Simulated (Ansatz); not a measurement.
Single point in Ansatz 0.2.0 with PBE, no spin polarisation. Cutoff 420 eV, PAW datasets, 6×6×6 Γ-centred k mesh, fermi-dirac filling (width 0.1 eV).

Computed maps in the lattice plane spanned by a (left to right, 6.06 Å, 18 points from zero) and c (bottom to top, 6.06 Å, 18 points from zero), 89° apart, at height 0.000 along b. The fields are smooth PAW ones with compensation charges, not the true ones near nuclei.

Valence density. Digits on a logarithmic scale: 0 up to 0.03 e/Å³, each further digit a factor of 1.6, 9 from 1.3 e/Å³ up:
```
999655689998654699
997544578987544579
665433456765433456
554322345554322344
554322345544322345
765433456665433456
987544579997544578
998655699999645689
999755699999655799
998654699999655689
987544579997544578
765433456665433456
554322344554322345
544322345554322345
665433456765433456
997544578987544579
999645689998655699
999655799999755699
```

ELF. Ten even steps from '0' (0.00) to '9' (0.78):
```
003436997479963430
334334899999853343
443312689998621334
433101246665210133
664210133433101256
998621334443312689
999843343334335899
479963430003436997
149964430003446994
479963430003436997
999853343334334899
998621334443312689
665210133433101246
433101256664210133
443312689998621334
334335899999843343
003436997479963430
003446994149964430
```

Q: The cell is SnSe. Which atoms lie within 0.2 Å of this plane, and where (fractions of a and c)?

A: Sn at (0.00, 0.00), Sn at (0.50, 0.50), Se at (0.00, 0.50), Se at (0.50, 0.00). The whole cell:
```xyz
8
Lattice="6.0643 0.0000 0.0000 0.0656 6.0639 0.0000 0.0656 0.0649 6.0636" Properties=species:S:1:pos:R:3 pbc="T T T"
Sn    0.0000    0.0000    0.0000
Sn    3.0650    3.0320    0.0000
Sn    0.0656    3.0644    3.0318
Sn    3.0650    0.0325    3.0318
Se    3.0978    3.0644    3.0318
Se    0.0328    0.0325    3.0318
Se    3.0321    0.0000    0.0000
Se    0.0328    3.0320    0.0000
```

Origin: a known structure type with other elements, at an estimated volume, so it need not be a known compound.
